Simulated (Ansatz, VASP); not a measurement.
**GaSb in two plane-wave programs**

Wanted: the spread between two codes on one cell, functional and k mesh. The structure shown is the start of the Ansatz relaxation below; VASP solves that cell, so the two are compared at the walk's first step.

Program: Ansatz 0.2.0. Level of theory: plane waves, with VASP 6.6.1 beside it; single point at LDA. Results are calculated unless marked as measured.

**1. The structure**

Symmetry: R3m, No. 160, trigonal system. Conventional cell: a = 4.106 Å, b = 4.106 Å, c = 10.637 Å, α = 90.00°, β = 90.00°, γ = 120.00°. Nearest to Ga lie 4 Sb at 2.55 to 2.61 Å. Nearest to Sb lie 4 Ga at 2.55 to 2.61 Å. Farther neighbours are not listed.

Coordinates:

```cif
data_structure
_symmetry_space_group_name_H-M 'R3m:H'
_symmetry_Int_Tables_number 160
_cell_length_a 4.1060
_cell_length_b 4.1060
_cell_length_c 10.6375
_cell_angle_alpha 90.000
_cell_angle_beta 90.000
_cell_angle_gamma 120.000
_cell_volume 155.31
loop_
_atom_site_label
_atom_site_type_symbol
_atom_site_symmetry_multiplicity
_atom_site_Wyckoff_symbol
_atom_site_fract_x
_atom_site_fract_y
_atom_site_fract_z
_atom_site_occupancy
Ga1 Ga 3 a 0.00000 0.00000 0.00235 1
Sb1 Sb 3 a 0.00000 0.00000 0.24765 1
```

**2. Ansatz: relaxation, LDA**

Ansatz runs on its PAW soft_1 files.

The two programs are compared at the cell with which this relaxation starts, whose forces are those of its first step.

The input, input.yaml:

```yaml
crystal:
  lattice:
    - [0.1115841543, 3.0149756454, 3.0149756454]
    - [3.0149756454, 0.1115841543, 3.0149756454]
    - [3.0149756454, 3.0149756454, 0.1115841543]
  atoms:
    - { symbol: Ga, position: [-0.0023527891, -0.0023527891, -0.0023527891] }
    - { symbol: Sb, position: [0.7523527891, 0.7523527891, 0.7523527891] }
  conventional_axes: [[-1, 1, 0], [0, -1, 1], [1, 1, 1]]
kpoints:
  mp_grid: { grid: [12, 12, 12] }
hamiltonian:
  xc: lda
  pseudopotentials: { kind: paw, azcp: { folder: soft_1 }, xc_functional: pbe }
scf:
  occupations: { method: methfessel_paxton, width: 0.2 }
output:
  forces: true
  stress: true
  eigenvalues: true
relax:
  adjacent_minimum: "off"
  f_tol: 0.001
  max_steps: 60
  cell: { stress_tol: 0.01, fix: [a, b, gamma] }
```

The run is started by

```console
$ ansatz run input.yaml --threads 4 --pin off --max-ram 10240MiB --backend cpu --events-out ev --progress --plain --runs-dir out
```

Numbers of over 12 decimals in the logs are rounded to 6 here.

Log:

```text
Engine: ansatz 0.2.0, x86_64-unknown-linux-gnu
Pseudopotentials: kind: paw
Pseudopotential: Ga, paw, valence charge 13, recommended cutoff 420 eV (normal), soft_1/Ga.paw.azcp
Pseudopotential: Sb, paw, valence charge 15, recommended cutoff 420 eV (normal), soft_1/Sb.paw.azcp
Functional definition: SPW92
  exchange = slater_x
  correlation = pw_c
Crystal: 2 atoms, lattice volume = 51.771 Å³
Basis set: ecut = 420 eV, 995 PW (Γ)
Bands: 18, of which v1, the nominal top of the filled ones, is band 14 counted from 1 (13 counted from 0)
Symmetry: 6 space group operations
Space group: R3m (ITA 160), of the structure as read, at distance tolerance 3.7e-5 Å
k-points: 189 of 1728 (time reversal used)
Non-local potential: Ga, projectors of the file, l = 0: 2, l = 1: 2, l = 2: 3, l = 3: 1
Non-local potential: Sb, projectors of the file, l = 0: 2, l = 1: 2, l = 2: 2, l = 3: 1
PAW form: soft (Blöchl's): semilocal exchange-correlation on the pseudo side does not see the compensation charge
PAW frozen core: Ga, regenerated for the run's functional, and the local potential with it (the file was generated under x = pbe(κ = 0.804, μ = 0.219515), c = pbe(β = 0.066725))
PAW frozen core: Sb, regenerated for the run's functional, and the local potential with it (the file was generated under x = pbe(κ = 0.804, μ = 0.219515), c = pbe(β = 0.066725))
PAW one-centre angular grid: Ga, 590 points (default); XC on 64 Gauss nodes
PAW one-centre angular grid: Sb, 590 points (default); XC on 64 Gauss nodes
Initial density: superposition of atomic densities (chi_scale 0.1, normalization cell, long waves kept (reshape's long-wave potential 0.00 eV rms))
Initial wavefunctions: pseudopotential atomic-orbital guess
Functional: x = slater, c = lda
SCF iter   1: F=—  HF=-10043.182977 eV  |F-HF|=—  |Δ(HF+E_count)|=         —  Δρ=3.35e-2  dr2=4.95e-1  ethr=3.10e-3  ⟨swp⟩=5.6  Hψ=17315  notcnv=0
preconditioner: auto → none  [insulator: Δε(μ)=0.228 eV  Ē_g=15.253 eV  σ=0.200 eV  W_gap=0.78  n_scr=14 (ndim 8)  ℏωp=21.9 eV  f_vac=0.000  D(μ)=0.02/eV (n_scr^D=0)  ε∞_Penn≈3.1]
SCF iter   2: F=—  HF=-10043.057445 eV  |F-HF|=—  |Δ(HF+E_count)|=   1.26e-1  S|Δr|=    0.00e0  Δρ=1.48e-2  dr2=7.15e-2  ethr=1.77e-3  ⟨swp⟩=2.2  Hψ=6065  notcnv=0
SCF iter   3: F=—  HF=-10043.049224 eV  |F-HF|=—  |Δ(HF+E_count)|=   8.22e-3  S|Δr|=    0.00e0  Δρ=5.37e-3  dr2=1.25e-2  ethr=2.55e-4  ⟨swp⟩=2.0  Hψ=5814  notcnv=0
SCF iter   4: F=—  HF=-10043.043931 eV  |F-HF|=—  |Δ(HF+E_count)|=   5.29e-3  S|Δr|=    0.00e0  Δρ=9.62e-4  dr2=2.81e-4  ethr=4.47e-5  ⟨swp⟩=2.7  Hψ=5953  notcnv=0
SCF iter   5: F=—  HF=-10043.043838 eV  |F-HF|=—  |Δ(HF+E_count)|=   9.31e-5  S|Δr|=    0.00e0  Δρ=4.69e-4  dr2=3.70e-5  ethr=1.00e-6  ⟨swp⟩=2.0  Hψ=5104  notcnv=0
SCF iter   6: F=—  HF=-10043.043836 eV  |F-HF|=—  |Δ(HF+E_count)|=   1.78e-6  S|Δr|=    0.00e0  Δρ=3.59e-5  dr2=3.94e-7  ethr=1.32e-7  ⟨swp⟩=2.9  Hψ=6655  notcnv=0
SCF iter   7: F=-10043.043836 eV  HF=-10043.043836 eV  |F-HF|=1.30e-8  |Δ(HF+E_count)|=   4.48e-8  S|Δr|=    0.00e0  Δρ=7.43e-6  dr2=2.27e-8  ethr=3.57e-10  ⟨swp⟩=7.0  Hψ=18239  notcnv=0
SCF 1 converged in 7 iterations: F = -10043.043836 eV  dr2 = 2.27e-8
  greatest PAW one-centre occupation: 0.996 electrons in one spin orbital (limit 2), on the Sb atom at site 1 (counted from 0), in its partial waves of l = 2
relax step   1: F+E_penalty+E_count = -10043.04383605 eV  Δ(F+E_penalty+E_count) = +0.000e0 eV  max|allowed force component| = 7.115e-2 eV/Å  Δτ_max = 0.0000 Å  P = +4.394 GPa  Ω = 51.771 Å³  fix = [a, b, gamma]  reactions: a +6.388, b +6.388 GPa  (7 SCF iters, dr2 threshold 1.00e-7 eV, accepted)
[...]
relax step   2: F+E_penalty+E_count = -10043.04514208 eV  Δ(F+E_penalty+E_count) = -1.306e-3 eV  max|allowed force component| = 2.819e-2 eV/Å  Δτ_max = 0.0127 Å  P = +3.794 GPa  Ω = 52.142 Å³  energy of the carried Pulay correction = -4.213e-5 eV  fix = [a, b, gamma]  reactions: a +5.719, b +5.719 GPa  (6 SCF iters, dr2 threshold 2.00e-7 eV, accepted)
[...]
relax step   3: F+E_penalty+E_count = -10043.04532807 eV  Δ(F+E_penalty+E_count) = -1.860e-4 eV  max|allowed force component| = 2.428e-5 eV/Å  Δτ_max = 0.0033 Å  P = +3.922 GPa  Ω = 52.064 Å³  energy of the carried Pulay correction = -3.336e-5 eV  fix = [a, b, gamma]  reactions: a +5.883, b +5.883 GPa  (5 SCF iters, dr2 threshold 4.97e-8 eV, accepted)
[...]
relax step   4: F+E_penalty+E_count = -10043.04536264 eV  Δ(F+E_penalty+E_count) = -3.457e-5 eV  max|allowed force component| = 3.598e-5 eV/Å  Δτ_max = 0.0000 Å  P = +3.922 GPa  Ω = 52.064 Å³  fix = [a, b, gamma]  reactions: a +5.882, b +5.882 GPa  stress off target by 2.60e-3 GPa on what of the cell is left free  SCF on the basis re-selected at this cell (its energy is not comparable with the rows above)  (8 SCF iters)
basis re-selected at this cell: Δ(F+E_penalty+E_count) = -3.457e-5 eV, ΔP = -0.000 GPa vs the last step (what re-selecting the basis moved, of the pressure what is left beyond the Pulay correction that the steps carried, after the strain that the cell walked since its last selection, with what the two solves' SCF thresholds leave and, on support functions, any second-order correction that the steps lacked; it is no m [...]
SCF converged after 8 iterations
Stability not checked: this state was not tested for a lower state beside it, because cold or Methfessel-Paxton smearing, or corrected tetrahedra, fill the levels in a way that the test cannot read (fill_not_monotonic; see scf.lower_state_search)
Free energy (F): -10043.045363 eV
Harris-Foulkes:  -10043.045363 eV  (|F-HF|=1.82e-12)
Internal energy: -10043.045538 eV  (E = F + TS)
E sigma→0 (E₀):  -10043.045407 eV
Entropy (-TS):   0.000176 eV (0.088 meV/atom)
Fermi energy:    9.025962 eV
Step filling:    the computed levels leave a gap of 0.0482 eV = 0.2 smearing widths at the electron count; against every level under it full and every level over it empty, smearing changes F+E_penalty+E_count by +0.087 meV and its σ→0 estimate by +0.043 meV
--- Per-component energies (eV) ---
  E_band       = -236.976689
  E_kinetic    = 279.601030
  E_local      = -3258.547193  (includes V_loc(G=0)·N_el)
  E_nonlocal   = 303.617881
  E_hartree    = 1679.557965
  E_xc         = -162.374323
  E_vxc        = -148.723368  (∫ρ·V_xc dr)
  E_paw        = -6312.105608  (= ΣΔE_a)
  E_vpaw       = -772.040887  (= ΣTr[D̂ρ^β])
  E_aug_tail   = -0.000091  (compensation charges beyond the density's cutoff)
  E_ewald      = -2575.082491
  E_core_change = 2.287292  (= ΣΔE_core)
  E_smearing   = 0.000176  (= −TS)
  E_closure    = -0.000000  (closes the sum)
  Σ components = -10043.045363   (vs F -10043.045363, Δ=0.00e0)
--- Forces (eV/Å), atoms counted from 1 ---
  atom   1  Ga    -0.00003595    -0.00003595    -0.00003595
  atom   2  Sb     0.00003600     0.00003600     0.00003600
  max |Σ_I F_I| component: 4.31e-8 eV/Å
--- Stress (GPa, compression-positive) ---
        3.922336      -1.959870      -1.959870
       -1.959870       3.922336      -1.959870
       -1.959870      -1.959870       3.922336
  P = ⅓ Tr σ = 3.9223 GPa (39.223 kbar)
--- Band table (eV; the first three rows and the last of 189) ---
  k-point 0: bands = [... 10 lower, -3.4243, 8.3395, 9.0235, 9.0235, 9.1602, 11.4171, 11.7489, 11.7489]
  k-point 1: bands = [... 10 lower, -3.3413, 7.6287, 8.3484, 8.8589, 9.7695, 11.5944, 11.9454, 12.1204]
  k-point 2: bands = [... 10 lower, -3.0963, 6.1402, 8.0013, 8.4998, 9.7944, 11.8770, 12.3383, 13.2026]
  k-point 188: bands = [... 10 lower, -1.7973, 1.7832, 7.8296, 7.8296, 9.9332, 12.8363, 12.8363, 15.4068]
--- Relaxed structure (3 steps of the walk, 3 accepted, 1 SCFs on fresh bases) ---
  F+E_penalty+E_count = -10043.04536264 eV   max|allowed force component| = 3.598e-5 eV/Å   (the final SCF, on the basis selected at the relaxed cell)
  cell:  # Å, volume = 52.0644 Å³
    - [0.123179, 3.026570, 3.026570]
    - [3.026570, 0.123179, 3.026570]
    - [3.026570, 3.026570, 0.123179]
  atoms:
    - { symbol: Ga, position: [-0.00322989, -0.00322989, -0.00322989] }
    - { symbol: Sb, position: [0.753230, 0.753230, 0.753230] }
```

The column dr2 measures how far the density is from self-consistency, as an energy; F and HF (Harris–Foulkes) agree once it is small.

**3. VASP: single point, LDA, start cell, pair 1**

The same cell, functional (in two slightly different forms), mesh and smearing now go to VASP, with its own data sets.

Lines of VASP's logs that name or quote its potential files are left out, and so is its time.

The input, INCAR:

```
SYSTEM = GaSb
PREC = Accurate
ENCUT = 400
EDIFF = 1E-06
NELM = 120
ISMEAR = 1
SIGMA = 0.2
LREAL = .FALSE.
ALGO = Normal
GGA = CA
NBANDS = 15
LORBIT = 11
LWAVE = .FALSE.
LCHARG = .FALSE.
ISIF = 2
LASPH = .TRUE.
GGA_COMPAT = .FALSE.
KPAR = 2
```

The input, POSCAR:

```
GaSb
1.0
    0.1115840000      3.0149760000      3.0149760000
    3.0149760000      0.1115840000      3.0149760000
    3.0149760000      3.0149760000      0.1115840000
Ga Sb
1 1
Direct
    0.9976471684      0.9976471684      0.9976471684
    0.7523526688      0.7523526688      0.7523526688
```

The input, KPOINTS:

```
Automatic mesh
0
Gamma
12 12 12
0 0 0
```

The projector-augmented-wave data sets are Ga_d and Sb (LDA family, release 64).

The run is started by

```console
$ mpirun -np 2 vasp_std
```

Log:

```text
[banner, memory and clock lines left out]
running    2 mpi-ranks, on    1 nodes
 distrk:  each k-point on    1 cores,    2 groups
 distr:  one band on    1 cores,    1 groups

 POSCAR found type information on POSCAR GaSb
 POSCAR found :  2 types and       2 ions
 LDA part: xc-table for (Slater(with rela. corr.)+CA(PZ))
 , standard interpolation
 POSCAR, INCAR and KPOINTS ok, starting setup
 FFT: planning ... GRIDC
 FFT: planning ... GRID_SOFT
 FFT: planning ... GRID
 WAVECAR not read
 entering main loop
       N       E                     dE             d eps       ncg     rms          rms(c)
DAV:   1     0.746530673742E+02    0.74653E+02   -0.77100E+03  5798   0.133E+03
DAV:   2    -0.309323373600E+01   -0.77746E+02   -0.75174E+02  6664   0.276E+02
DAV:   3    -0.864328496316E+01   -0.55501E+01   -0.55336E+01  6629   0.638E+01
DAV:   4    -0.873852096958E+01   -0.95236E-01   -0.95223E-01  7160   0.946E+00
DAV:   5    -0.874078874423E+01   -0.22678E-02   -0.22677E-02  7130   0.126E+00    0.374E+00
DAV:   6    -0.863268031877E+01    0.10811E+00   -0.83108E-02  8423   0.474E+00    0.220E+00
DAV:   7    -0.858946332673E+01    0.43217E-01   -0.68662E-02  6510   0.209E+00    0.310E-01
DAV:   8    -0.858939362822E+01    0.69699E-04   -0.61798E-03  7037   0.930E-01    0.128E-01
DAV:   9    -0.858943765670E+01   -0.44028E-04   -0.42140E-04  6818   0.179E-01    0.402E-02
DAV:  10    -0.858942952990E+01    0.81268E-05   -0.27778E-05  7304   0.427E-02    0.119E-02
DAV:  11    -0.858943224527E+01   -0.27154E-05   -0.40597E-06  6650   0.179E-02    0.540E-03
DAV:  12    -0.858943221711E+01    0.28165E-07   -0.18563E-07  4312   0.334E-03
   1 F= -.85894322E+01 E0= -.85895681E+01  d E =0.407608E-03
```

OUTCAR, selected parts (step 3):

```text
ion  position               nearest neighbor table
   1  0.998  0.998  0.998-   2 2.55   2 2.55   2 2.55   2 2.61
   2  0.752  0.752  0.752-   1 2.55   1 2.55   1 2.55   1 2.61

  LATTYP: Found a trigonal (rhomboedric) cell.
 ALAT       =     4.2652797740
 COS(alpha) =     0.5366423846

 Subroutine GETGRP returns: Found  6 space group operations
 (whereof  6 operations were pure point group operations)

The static configuration has the point symmetry C_3v.

 Found    189 irreducible k-points:

   k-points           NKPTS =    189   k-points in BZ     NKDIM =    189   number of bands    NBANDS=     15

   dimension x,y,z NGX =    28 NGY =   28 NGZ =   28
   dimension x,y,z NGXF=    56 NGYF=   56 NGZF=   56

   ENCUT  =  400.0 eV  29.40 Ry    5.42 a.u.   6.96  6.96  6.96*2*pi/ulx,y,z

   NELECT =      18.0000    total number of electrons

 k-points in reciprocal lattice and weights: Automatic mesh
   0.00000000  0.00000000  0.00000000       0.001
   0.08333333  0.00000000 -0.00000000       0.003
   0.16666667 -0.00000000 -0.00000000       0.003
   0.25000000  0.00000000 -0.00000000       0.003
   0.33333333  0.00000000  0.00000000       0.003
   0.41666667  0.00000000  0.00000000       0.003
   0.50000000  0.00000000 -0.00000000       0.002
   0.08333333  0.08333333  0.00000000       0.003
   0.16666667  0.08333333  0.00000000       0.007
[...]
-0.41666667  0.50000000  0.41666667       0.003
   0.50000000  0.50000000  0.50000000       0.001

 average (electrostatic) potential at core
       1 -65.9768       2 -87.6751

 E-fermi :   6.0077

 k-point     1 :       0.0000    0.0000    0.0000
  band No.  band energies     occupation
    ...
      5      -9.5311      2.00000
      6      -6.4839      2.00000
      7       5.3990      2.00015
      8       5.9516      1.45489
      9       5.9516      1.45489
     10       6.2530     -0.07091
     11       8.3223     -0.00000
     12       8.6841     -0.00000
     13       8.6841     -0.00000
     14      11.5406      0.00000
    ...

 k-point     2 :       0.0833    0.0000   -0.0000
  band No.  band energies     occupation
    ...
      5      -9.5311      2.00000
      6      -6.4004      2.00000
      7       4.6243      2.00000
      8       5.3638      2.00005
      9       5.7855      2.06628
     10       6.8214     -0.00000
     11       8.5268     -0.00000
     12       8.8849     -0.00000
     13       9.0462     -0.00000
     14      12.0460      0.00000
    ...

 k-point     3 :       0.1667   -0.0000   -0.0000
  band No.  band energies     occupation
    ...
      5      -9.5311      2.00000
      6      -6.1539      2.00000
      7       3.1014      2.00000
      8       5.0226      2.00000
      9       5.4237      2.00029
     10       6.8296     -0.00000
     11       8.8294     -0.00000
     12       9.2895     -0.00000
     13      10.1473      0.00000
     14      12.8891      0.00000
    ...

  Total        1.4517127      1.4517127      1.4517127     -0.6474145     -0.6474145     -0.6474145
  in kB       44.9265338     44.9265338     44.9265338    -20.0357062    -20.0357062    -20.0357062
  external PRESSURE =      44.9265338 kB  Pullay stress =       0.0000000 kB

  energy-cutoff  :      400.00
  volume of cell :       51.77
      direct lattice vectors                 reciprocal lattice vectors
     0.111584000  3.014976000  3.014976000    -0.175341247  0.169083482  0.169083482
     3.014976000  0.111584000  3.014976000     0.169083482 -0.175341247  0.169083482
     3.014976000  3.014976000  0.111584000     0.169083482  0.169083482 -0.175341247

 POSITION                                       TOTAL-FORCE (eV/Angst)
 -----------------------------------------------------------------------------------
      6.12709      6.12709      6.12709        -0.075024     -0.075024     -0.075024
      4.62060      4.62060      4.62060         0.075024      0.075024      0.075024
 -----------------------------------------------------------------------------------
    total drift:                                0.000546      0.000546      0.000546

  FREE ENERGIE OF THE ION-ELECTRON SYSTEM (eV)
  ---------------------------------------------------
  free  energy   TOTEN  =        -8.5894322171 eV

  energy  without entropy=       -8.5898398254  energy(sigma->0) =       -8.58956809

 total charge
# of ion       s       p       d       tot
------------------------------------------
    1        0.921   0.867   9.975  11.762
    2        1.130   1.410   0.037   2.577
--------------------------------------------------
tot          2.051   2.277  10.011  14.339

[... 3 further parts left out ...]
```

The gap is under twice the smearing width, so the edge states are partly filled and the run can't tell a small gap from a semimetal. Methfessel-Paxton smearing is not meant for a cell with a gap.

**4. Differences**

Known differences besides the potentials themselves: the two LDA forms differ slightly; the data sets hold 28 valence electrons in Ansatz (on its PAW soft_1 files) and 18 in VASP; the cutoff is 420 eV in Ansatz and 400 eV in VASP; VASP's log shows a relativistic correction to its local exchange, Ansatz's none. Total energies have different zeros and are not compared.

Forces (eV/Å; atoms numbered as in POSCAR):

| atom | Ansatz x, y, z | VASP x, y, z |
| --- | --- | --- |
| Ga1 | -0.071, -0.071, -0.071 | -0.075, -0.075, -0.075 |
| Sb2 | 0.071, 0.071, 0.071 | 0.075, 0.075, 0.075 |

The forces differ by 3.9 meV/Å r.m.s., which is 5.2 % of the r.m.s. force of 0.075 eV/Å (both taken over all components).

**5. What the set-up changes**

Further runs change the set-up of one program: Ansatz's method, potentials or start, or VASP's data sets, cutoff or form of LDA. The table gives that difference for each run.

| run | r.m.s. force difference (meV/Å) |
| --- | --- |
| as above | 3.9 |
| VASP with a cutoff of 500 eV (perhaps on Ansatz's relaxed cell) | 2.9 |

**6. Ansatz: relaxation, LDA**

The two programs are compared at the cell with which this relaxation starts, whose forces are those of its first step. The cell compared in this pair holds 52.57 Å³, against 51.77 Å³ for the pair before.

The structure compared here is the start of the Ansatz relaxation; VASP solves that cell, so the two are compared at the walk's first step.

input.yaml, the sections that differ from step 2:

```yaml
crystal:
  lattice:
    - [0.0805101155, 3.014145268, 3.014145268]
    - [3.014145268, 0.0805101155, 3.014145268]
    - [3.014145268, 3.014145268, 0.0805101155]
  atoms:
    - { symbol: Ga, position: [-0.0015251526, -0.0015251526, -0.0015251526] }
    - { symbol: Sb, position: [0.7515251526, 0.7515251526, 0.7515251526] }
  conventional_axes: [[-1, 1, 0], [0, -1, 1], [1, 1, 1]]
# kpoints, hamiltonian, scf, output, relax: as in step 2
```

The run is started by

```console
$ ansatz run input.yaml --threads 4 --pin off --max-ram 10240MiB --backend cpu --events-out ev --progress --plain --runs-dir out
```

Log:

```text
[...]
Crystal: 2 atoms, lattice volume = 52.574 Å³
Basis set: ecut = 420 eV, 1001 PW (Γ)
Bands: 18, of which v1, the nominal top of the filled ones, is band 14 counted from 1 (13 counted from 0)
Symmetry: 6 space group operations
[...]
k-points: 189 of 1728 (time reversal used)
[...]
k-point 188: bands = [... 10 lower, -1.8795, 1.6882, 7.5438, 7.5438, 9.5052, 12.5422, 12.5422, 15.1162]
--- Relaxed structure (3 steps of the walk, 3 accepted, 1 SCFs on fresh bases) ---
[...]
cell:  # Å, volume = 52.8554 Å³
    - [0.091422, 3.025057, 3.025057]
    - [3.025057, 0.091422, 3.025057]
    - [3.025057, 3.025057, 0.091422]
  atoms:
    - { symbol: Ga, position: [-0.00235279, -0.00235279, -0.00235279] }
    - { symbol: Sb, position: [0.752353, 0.752353, 0.752353] }
[key lines of the parts left out:]
SCF converged after 6 iterations
Free energy (F): -10043.079727 eV
Fermi energy:    8.781708 eV
P = ⅓ Tr σ = 2.8453 GPa (28.453 kbar)
```

(Part 1 of 2 ends here.)

[Lines on the potential files, build, host, timing and source positions are cut from VASP's logs without a mark.]

[Logs are printed without paths, hosts, clocks, repeated set-up lines and the standing remarks that a program may print on its own settings, such as how far it seeks lower states.]

[Hosts, paths, dates, database ids (printed as entryN), source tags and the programs' standing remarks are cut or masked in the printed files.]

[Rows of further runs with another cutoff or data set may stand on the cell that Ansatz relaxed, not on the start cell of the pair above them.]
